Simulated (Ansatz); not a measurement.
# Zr16CO: the cost of one run

Program: Ansatz 0.2.0. Level of theory: DFT PBE+D3(BJ), scalar-relativistic, plane waves, PAW. These are calculated values, not measurements.

2 further runs of the same task are left out: 2 set aside as unsound or not needed.

## 1. Starting point

Symmetry: P6_3/mmc, No. 194, hexagonal system. The conventional cell has a = 3.183 Å, b = 3.183 Å, c = 5.115 Å, α = 90.00°, β = 90.00°, γ = 120.00°. Zr (site symmetry -6m2) has 12 Zr at 3.15 to 3.18 Å as nearest neighbours.

As a file:

```xyz
2
Lattice="3.1832 0.0000 0.0000 -1.5916 2.7567 0.0000 0.0000 0.0000 5.1151" Properties=species:S:1:pos:R:3 pbc="T T T"
Zr    0.0000    1.8378    1.2788
Zr    1.5916    0.9189    3.8364
```

It is the result of an earlier relaxation at this level (volume 22.44 Å³/atom; gap on the mesh: none (metal)).

## 2. Plan of the scan

Atoms count from 1 in the order of the input.

CO (O end down) is moved over the surface cell at a fixed height above a rigid substrate; the origin of the map has the adsorbate above Zr13; the height is held at 3.60 Å.

First coordinate, position of O17 along the first surface vector, from above Zr13: 6 values from 0.000 to 0.833, periodic. Second coordinate, position of O17 along the second surface vector, from above Zr13: 6 values from 0.000 to 0.833, periodic.

Nothing else is relaxed. Points are written as (first, second).

The two vectors of the plane (Å): (3.183, 0.000, 0.000); (-1.592, 2.757, 0.000).

## 3. Grid point (0/6, 0/6) of the map's two axes

A dipole layer in the vacuum cancels the field that periodic copies would set up if the slab's two faces differ.

File input.yaml:

```yaml
crystal:
  lattice:
    - [6.366424793, 0.0, 0.0]
    - [-3.1832123965, 5.513485602, 0.0]
    - [0.0, 0.0, 26.3887892199]
  atoms:
    - { symbol: Zr, position: [0.3333333333, 0.1666666667, 0.1515795199] }
    - { symbol: Zr, position: [0.3333333333, 0.6666666667, 0.1515795199] }
    - { symbol: Zr, position: [0.8333333333, 0.1666666667, 0.1515795199] }
    - { symbol: Zr, position: [0.8333333333, 0.6666666667, 0.1515795199] }
    - { symbol: Zr, position: [0.1666666667, 0.3333333333, 0.2484984142] }
    - { symbol: Zr, position: [0.1666666667, 0.8333333333, 0.2484984142] }
    - { symbol: Zr, position: [0.6666666667, 0.3333333333, 0.2484984142] }
    - { symbol: Zr, position: [0.6666666667, 0.8333333333, 0.2484984142] }
    - { symbol: Zr, position: [0.3333333333, 0.1666666667, 0.348050209] }
    - { symbol: Zr, position: [0.3333333333, 0.6666666667, 0.348050209] }
    - { symbol: Zr, position: [0.8333333333, 0.1666666667, 0.348050209] }
    - { symbol: Zr, position: [0.8333333333, 0.6666666667, 0.348050209] }
    - { symbol: Zr, position: [0.1666666667, 0.3333333333, 0.4410505205] }
    - { symbol: Zr, position: [0.1666666667, 0.8333333333, 0.4410505205] }
    - { symbol: Zr, position: [0.6666666667, 0.3333333333, 0.4410505205] }
    - { symbol: Zr, position: [0.6666666667, 0.8333333333, 0.4410505205] }
    - { symbol: O, position: [0.1666666667, 0.3333333333, 0.5774720884] }
    - { symbol: C, position: [0.1666666667, 0.3333333333, 0.6210512003] }
basis:
  ecutwfc: 420
kpoints:
  mp_grid: { grid: [6, 6, 1] }
hamiltonian:
  xc: pbe
  dispersion: d3bj
scf:
  occupations: { method: gaussian, width: 0.1 }
output:
  forces: true
  eigenvalues: true
efield:
  axis: 3
  dipole_correction: true
  ramp_width: 0.04
```

Launch:

```sh
> ansatz run input.yaml --threads 4 --pin off --max-ram 12288MiB --backend cpu --events-out ev --progress --plain --runs-dir out
```

**Question.** How long does this run take on 4 threads of Arm Neoverse V2, shared host, and how much memory does it need?

About 16 s, with a peak of 2.4 GiB.
